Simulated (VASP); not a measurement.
A VASP 6.6.1 single-point calculation on NaH

INCAR

```
IBRION = -1
LASPH = .TRUE.
ISIF = 2
NELM = 99
ENCUT = 520
LREAL = Auto
EDIFF = 1E-5
NSW = 0
ISMEAR = -1
PREC = Accurate
LWAVE = .FALSE.
GGA = PE
NBANDS = 11
SIGMA = 0.02
ISYM = -1
LCHARG = .FALSE.
```

KPOINTS

```
KPOINTS created by Atomic Simulation Environment
0
Gamma
4 4 4
0 0 0
```

POSCAR

```
Na H
 1.0000000000000000
     0.0000000000000000    2.5173879028999999    2.3417644326999998
     2.5173879028999999    0.0000000000000000    2.3417644326999998
     2.5173879028999999    2.5173879028999999    0.0000000000000000
 Na  H
   1   1
Cartesian
  0.0000000000000000  0.0000000000000000  0.0000000000000000
  2.5173879028999999  2.5173879028999999  2.3417644326999998
```

The recommended PBE PAW datasets give the neutral cell 8 valence electrons.

Command

```
mpirun -np 1 vasp_std
```

Predict the outcome of this run.

It converged. Results: gap between bands v and c on the k mesh 3.64 eV; least direct gap on the k mesh 4.52 eV; pressure -1.0 GPa. Band v is the last that the valence electrons fill when counted band by band, and c is the next.

OSZICAR

```
N       E                     dE             d eps       ncg     rms          rms(c)
DAV:   1     0.368317982443E+02    0.36832E+02   -0.45479E+03  1408   0.734E+02
DAV:   2    -0.422865590350E+01   -0.41060E+02   -0.40286E+02  1487   0.189E+02
DAV:   3    -0.549454568491E+01   -0.12659E+01   -0.12641E+01  1668   0.321E+01
DAV:   4    -0.550307814325E+01   -0.85325E-02   -0.85315E-02  1604   0.266E+00
DAV:   5    -0.550315226115E+01   -0.74118E-04   -0.74117E-04  1582   0.255E-01    0.317E+00
DAV:   6    -0.515936931754E+01    0.34378E+00   -0.34610E-01  1599   0.270E+00    0.145E+00
DAV:   7    -0.506926190808E+01    0.90107E-01   -0.33331E-01  1555   0.209E+00    0.361E-01
DAV:   8    -0.507447366202E+01   -0.52118E-02   -0.10842E-02  1513   0.927E-01    0.727E-02
DAV:   9    -0.507436201364E+01    0.11165E-03   -0.12982E-03  1685   0.358E-01    0.226E-02
DAV:  10    -0.507435292937E+01    0.90843E-05   -0.69119E-05  1572   0.524E-02
   1 F= -.50743529E+01 E0= -.50743529E+01  d E =-.221039E-10
```

Standard output (part)

```
POSCAR found type information on POSCAR NaH
 POSCAR found :  2 types and       2 ions
|     You have a (more or less) 'small supercell' and for smaller cells       |
|     it is recommended to use the reciprocal-space projection scheme!        |
|     The real-space optimization is not efficient for small cells and it     |
|     is also less accurate ...                                               |
|     Therefore, set LREAL=.FALSE. in the INCAR file.                         |
 LDA part: xc-table for (Slater+PW92), standard interpolation
 POSCAR, INCAR and KPOINTS ok, starting setup
 WAVECAR not read
 entering main loop
```

For comparison, a separate PBE run of the intended cell, on usual settings and not on those above, gives a gap of 3.63 eV on its mesh and a pressure of -0.9 GPa.
